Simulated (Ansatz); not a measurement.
TePb:

```
Pb Te
1.0
     0.00000    3.23100    3.23100
     3.23100    0.00000    3.23100
     3.23100    3.23100    0.00000
Pb Te
1 1
Direct
  0.98054 0.02817 0.99659
  0.50907 0.48184 0.49013
```

The cell isn't the ideal one: atoms moved at random, drawn with an rms of 0.1 Å.

```yaml
Program: Ansatz 0.2.0
Task: relaxation of the atoms
Functional: RPBE
Potentials_or_basis: all-electron LAPW, scalar-relativistic
Basis_error_allowed: 0.002 eV/atom
k_mesh: 5 × 5 × 5
Occupations: fermi-dirac, width 0.025 eV
Spin: non-collinear spin, ferromagnetic start
Starting_moments: "[[0.0, 0.0, 0.5], [0.0, 0.0, 0.0]] μB"
```

At the start: volume 33.73 Å³/atom.

Where does the relaxation end?

Over 4 steps the energy falls by 6.7 meV/atom; space group Fm-3m (No. 225, to 0.05 Å); moment 0.00 μB per cell.

Step by step:
```
step  energy change (eV)  largest force (eV/Å)
   1              0.0000                0.1866
   2             -0.0084                0.0916
   3             -0.0134                0.0060
   4             -0.0134                0.0006
```

Final structure:
```
CELL_PARAMETERS angstrom
0.00000 3.23100 3.23100
3.23100 0.00000 3.23100
3.23100 3.23100 0.00000
ATOMIC_POSITIONS crystal
Pb 0.99468 0.00519 0.99339
Te 0.49492 0.50482 0.49333
```

Caveat: the starting moments weren't kept.
